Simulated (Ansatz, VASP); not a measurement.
One calculation of Hf, two programs

```
CELL_PARAMETERS angstrom
-1.74617 1.74617 1.74617
1.74617 -1.74617 1.74617
1.74617 1.74617 -1.74617
ATOMIC_POSITIONS crystal
Hf 0.00000 0.00000 0.00000
```

Alike in both runs: task relaxation of cell and atoms; functional PBEsol; k mesh 22 × 22 × 22; occupations gaussian, width 0.1 eV; no spin polarisation.

|  | VASP | Ansatz |
| --- | --- | --- |
| version | VASP 6.6.1 | Ansatz 0.2.0 |
| potentials or method | VASP PAW PBE potentials, release 64 (Hf_pv) | scalar-relativistic, plane waves, PAW |
| plane-wave cutoff (eV) | 600 | 420 |
| valence electrons in the cell | 10 | 26 |

```csv
,VASP,Ansatz,Ansatz less VASP
"gap on the k mesh at the Fermi level, each at its own relaxed structure (eV)",none,none,-
relaxed volume (Å³/atom),21.18,21.25,+0.072
relaxed cell length with the largest relative difference (Å),3.019,3.022,+0.0034
```

A gap of «none» marks a metal or a gap that the smearing closes. The two sets of potentials don't hold the same shells in valence.

Caveats: the PAW data sets were made with another functional, which shifts forces and pressure a little (VASP). The runs have no spin-orbit coupling, so splittings on Hf are missing.
